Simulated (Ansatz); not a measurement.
## hcp against fcc along the 4d metals

The calculation used DFT, RPBE, plane waves (420 eV) with PAW, scalar-relativistic in Ansatz. The PAW files were generated under PBE, with cores re-solved for the functional.

Each structure is relaxed within its symmetry, in the lowest magnetic state of the tried starts. Differences under about 8 meV lie within the error of the k-point mesh.

| element | E(hcp) − E(fcc) (meV/atom) | V(hcp) (Å³/atom) | V(fcc) (Å³/atom) | state of hcp | state of fcc |
| --- | --- | --- | --- | --- | --- |
| Y | -35 | 34.21 | 33.94 | spin not included | spin not included |
| Zr | -43 | 23.95 | 23.82 | non-magnetic | spin not included |
| Nb | -26 | 19.03 | 19.12 | spin not included | spin not included |
| Mo | 13 | 16.35 | 16.27 | spin not included | spin not included |
| Ru | -113 | 13.97 | 14.05 | non-magnetic | spin not included |
| Rh | 37 | 14.39 | 14.31 | spin not included | non-magnetic |
| Pd | 28 | 15.89 | 15.82 | ferromagnetic | spin not included |
| Ag | 0 | 18.75 | 18.69 | spin not included | spin not included |
| Cd | -2 | 24.54 | 24.43 | spin not included | spin not included |
